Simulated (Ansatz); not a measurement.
Start from AlSb in the zinc blende structure (space group F-43m, No. 216; a = 6.1570 Å).

It is then changed as follows: a hydrostatic pressure of 0.7 GPa.

Levels (all Ansatz, a program for electronic structure, PAW): PBEsol (420 eV, no SOC); HSE06+SOC (420 eV, with spin-orbit coupling).

The geometry is relaxed with PBEsol.

| Quantity | Result |
|---|---|
| PBEsol band gap | 1.12 eV |
| PBEsol valence-band top at Γ | 0.00, 0.00, 0.00 eV |

Problem. Predict the band gap and valence-band top at Γ from HSE06+SOC.

Solution. The band gap goes up by 0.40 eV, from 1.12 eV to 1.52 eV; the valence-band top at Γ (three highest Kramers pairs, from the VBM) goes from 0.00, 0.00, 0.00 eV to 0.00, 0.00, -0.73 eV. The threefold valence maximum splits by Δso ≈ 0.73 eV.

Single points use the geometry relaxed with PBEsol. HSE06 was sampled on its mesh, a few special points and the semilocal edge points, so its gap is an upper bound. Differences between runs with and without spin-orbit coupling are approximate. With Sb present, leaving out spin-orbit coupling can change the band edges. Load acts through the strain it causes; cell and atoms are relaxed under it. Whether these cells are dynamically stable was not tested.
